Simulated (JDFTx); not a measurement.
CuI (Marshite) under changes of volume

One of the cells (27.859 Å³/atom); the others are scaled copies at fixed shape and fractional positions:

```
CELL_PARAMETERS angstrom
0.00000 3.03150 3.03150
3.03150 0.00000 3.03150
3.03150 3.03150 0.00000
ATOMIC_POSITIONS crystal
I 0.00000 0.00000 0.00000
Cu 0.75000 0.75000 0.75000
```

```yaml
Program: JDFTx 1.7.0 (patched build)
Functional: PBEsol
Potentials_or_basis: PseudoDojo-SR-PBEsol-0.4.1-standard with smoothed tails
Cutoff: 1252 eV
Density_cutoff: 10014 eV
k_mesh: 8 × 8 × 8
Occupations: fermi-dirac, width 0.05 eV
Spin: no spin polarisation
```

| volume (Å³/atom) | energy over the lowest point (meV/atom) | pressure (GPa) | gap on the mesh (eV) |
| --- | --- | --- | --- |
| 26.188 | 0.00 | 0.3 | 1.14 |
| 26.745 | 0.83 | -0.7 | 1.08 |
| 27.302 | 4.95 | -1.6 | 1.03 |
| 27.859 | ? | ? | ? |
| 28.417 | 21.47 | -3.1 | 0.93 |
| 28.974 | 33.21 | -3.7 | 0.89 |
| 29.531 | 46.89 | -4.2 | 0.85 |

Q: What does the run at 27.859 Å³/atom give?

A: Energy over the lowest point 11.95 meV/atom; pressure -2.4 GPa; gap on the mesh 0.98 eV.

Worked out: A Birch-Murnaghan fit of order 3 (a polynomial in V^(-2/3)) to the other rows has its minimum at 26.33 Å³/atom with B0 = V·E''(V) = 49 GPa and B' = 5.1. It gives 11.94 meV/atom at 27.859 Å³/atom, against the run's 11.95, and -dE/dV = -2.4 GPa, against -2.4. A straight line through the other rows of the gap, of slope -2.41 eV per unit of ln V (its deformation potential), gives 0.98 eV, against the run's 0.98.

Energies are extrapolated to zero smearing.

Caveats: spin-orbit coupling is left out, which moves the levels of the heavy elements.
